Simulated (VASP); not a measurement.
PbSe in VASP 6.6.1, single-point calculation

INCAR

```
ISPIN = 2
NSW = 0
PREC = Accurate
EDIFF = 1E-7
NBANDS = 17
GGA = PE
IBRION = -1
NELM = 120
LREAL = .FALSE.
ISIF = 2
MAGMOM = 0.5 -0.5
LASPH = .TRUE.
SIGMA = 0.02
LWAVE = .FALSE.
ENCUT = 700
LCHARG = .FALSE.
ISMEAR = -1
```

KPOINTS

```
KPOINTS created by Atomic Simulation Environment
0
Gamma
4 4 4
0 0 0
```

POSCAR

```
Pb Se
 1.0000000000000000
     0.0000000000000000    3.0732587094000001    3.0732587094000001
     3.0732587094000001    0.0000000000000000    3.0732587094000001
     3.0732587094000001    3.0732587094000001    0.0000000000000000
 Pb  Se
   1   1
Cartesian
  0.0000000000000000  0.0000000000000000  0.0000000000000000
  3.0732587094000001  3.0732587094000001  3.0732587094000001
```

The recommended PBE PAW datasets give the neutral cell 20 valence electrons.

Command

```
mpirun -np 1 vasp_std
```

**Question.** How does this run end, and what does it give?

**Answer.** It converged. Results: pressure 1.8 GPa; magnetic moment of the cell 0.00 μB.

OSZICAR

```
N       E                     dE             d eps       ncg     rms          rms(c)
DAV:   1     0.170967203564E+03    0.17097E+03   -0.11330E+04   544   0.149E+03
DAV:   2     0.507025391291E+01   -0.16590E+03   -0.16043E+03   561   0.348E+02
DAV:   3    -0.804604512504E+01   -0.13116E+02   -0.13015E+02   727   0.981E+01
DAV:   4    -0.840136808226E+01   -0.35532E+00   -0.35490E+00   666   0.167E+01
DAV:   5    -0.841082459599E+01   -0.94565E-02   -0.94561E-02   798   0.271E+00    0.357E+00
DAV:   6    -0.817669984371E+01    0.23412E+00   -0.78284E-01   802   0.586E+00    0.169E+00
DAV:   7    -0.817408826921E+01    0.26116E-02   -0.12614E-01   645   0.208E+00    0.102E+00
DAV:   8    -0.817685274274E+01   -0.27645E-02   -0.98710E-03   676   0.774E-01    0.521E-01
DAV:   9    -0.817822583299E+01   -0.13731E-02   -0.29741E-03   618   0.569E-01    0.135E-01
DAV:  10    -0.817788753484E+01    0.33830E-03   -0.41348E-04   711   0.208E-01    0.698E-02
DAV:  11    -0.817791575669E+01   -0.28222E-04   -0.10016E-04   665   0.982E-02    0.270E-02
DAV:  12    -0.817790851379E+01    0.72429E-05   -0.32829E-05   620   0.601E-02    0.839E-03
DAV:  13    -0.817790843715E+01    0.76633E-07   -0.49194E-06   724   0.222E-02    0.296E-03
DAV:  14    -0.817790868457E+01   -0.24741E-06   -0.48116E-07   679   0.703E-03    0.193E-03
DAV:  15    -0.817790866810E+01    0.16462E-07   -0.90807E-08   447   0.225E-03
   1 F= -.81779087E+01 E0= -.81779029E+01  d E =-.114841E-04  mag=     0.0000
```

For comparison, a separate PBE run of the intended cell, on usual settings and not on those above, gives a gap of 0.33 eV on its mesh and a pressure of 1.7 GPa.
